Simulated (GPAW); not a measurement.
A run of GPAW 26.7.0 is set up as follows.

The input run.py:

```python
import numpy as np
from ase import Atoms
from ase.dft.bandgap import bandgap
from ase.io import write
from ase.units import GPa
from gpaw import GPAW, PW, setup_paths
from gpaw.spinorbit import soc_eigenstates

setup_paths.insert(0, '.')

atoms = Atoms(['Te', 'Sn'],
              cell=[[0.0, 3.15085, 3.15085],
                    [3.15085, 0.0, 3.15085],
                    [3.15085, 3.15085, 0.0]],
              scaled_positions=[[0.5, 0.5, 0.5],
                                [0.0, 0.0, 0.0]],
              pbc=True)

calc = GPAW(mode=PW(600),
            xc='PBEsol',
            kpts={'size': (7, 7, 7), 'gamma': True},
            occupations={'name': 'fermi-dirac', 'width': 0.05},
            nbands=19,
            convergence={'density': 1e-05, 'energy': 1e-05},
            maxiter=150,
            txt='gpaw.txt')
atoms.calc = calc
energy = atoms.get_potential_energy()
forces = atoms.get_forces()
stress = atoms.get_stress()
calc.write('gs.gpw')
write('result.traj', atoms)
print(f'Energy: {energy:.6f} eV')
print('Forces (eV/A):')
print(forces.round(4))
print('Stress (GPa):', (stress / GPa).round(3))
print('Fermi level:', round(calc.get_fermi_level(), 4), 'eV')
print(f'Gap: {bandgap(calc)[0]:.4f} eV, direct: {bandgap(calc, direct=True)[0]:.4f} eV')

path = atoms.cell.bandpath('GXWKGLUWLK,UX', npoints=80, eps=1e-4)
bs_calc = calc.fixed_density(kpts=path, symmetry='off', nbands=32,
                             convergence={'bands': 'CBM+6.0', 'eigenstates': 1e-6}, txt='bands.txt')
bs = bs_calc.band_structure()
bs.write('bs.json')
print(f'Gap on the path: {bandgap(bs_calc)[0]:.4f} eV')

soc = soc_eigenstates(bs_calc, theta=0, phi=0)
np.savetxt('soc_bands.dat', soc.eigenvalues(), fmt='%.4f')
mesh = soc_eigenstates('gs.gpw', theta=0, phi=0)
np.savetxt('soc_mesh.dat', mesh.eigenvalues(), fmt='%.4f')
print('Fermi level with spin-orbit coupling:', round(mesh.fermi_level, 4), 'eV')
```

Potentials or basis: PAW data sets generated in the run's folder for this functional, pw.

The run is started by

```sh
$ gpaw-setup -f PBEsol Sn Te
$ OMP_NUM_THREADS=1 python run.py
```

**Question.** Estimate the pressure.

**Answer.** -0.7 GPa.

**Question.** Estimate the band gap along the path.

**Answer.** 0.27 eV, indirect (least direct gap 0.34 eV).

Levels at the corners of the path, in eV from the Fermi level:
| point | band 18 | band 19 | band 20 | band 21 | band 22 | band 23 |
| --- | --- | --- | --- | --- | --- | --- |
| Γ | -1.78 | -1.78 | -1.78 | 2.74 | 2.74 | 3.69 |
| X | -3.95 | -3.46 | -3.46 | 2.16 | 2.16 | 4.53 |
| W | -4.72 | -0.77 | -0.77 | 0.86 | 0.86 | 4.51 |
| K | -3.29 | -2.60 | -2.60 | 2.82 | 2.82 | 3.32 |
| Γ | -1.78 | -1.78 | -1.78 | 2.74 | 2.74 | 3.69 |
| L | -1.46 | -0.14 | -0.14 | 0.20 | 0.20 | 0.33 |
| U | -3.29 | -2.60 | -2.60 | 2.82 | 2.82 | 3.32 |
| W | -4.72 | -0.77 | -0.77 | 0.86 | 0.86 | 4.51 |
| L | -1.46 | -0.14 | -0.14 | 0.20 | 0.20 | 0.33 |
| K | -3.29 | -2.60 | -2.60 | 2.82 | 2.82 | 3.32 |
| U | -3.29 | -2.60 | -2.60 | 2.82 | 2.82 | 3.32 |
| X | -3.95 | -3.46 | -3.46 | 2.16 | 2.16 | 4.53 |

Caveat: this odd mesh misses L, where the gap lies, so gap, dielectric constants and Born charges aren't listed; spin-orbit coupling was added after a scalar SCF, so levels and gaps hold it while energy, forces, pressure and moments don't; this program's spin-orbit splittings come out too wide for heavy elements.

**Experimental background.**

From a printed reference work, textbook, for a bulk crystal of SnTe at 300 K: band gap 0.18 eV (direct).

A measured direct gap of SnTe is 0.18 eV (direct; 300 K; a printed reference work, textbook); the calculated 0.34 eV misses it by +0.16 eV. The value is that of PBEsol, without temperature or zero-point motion.
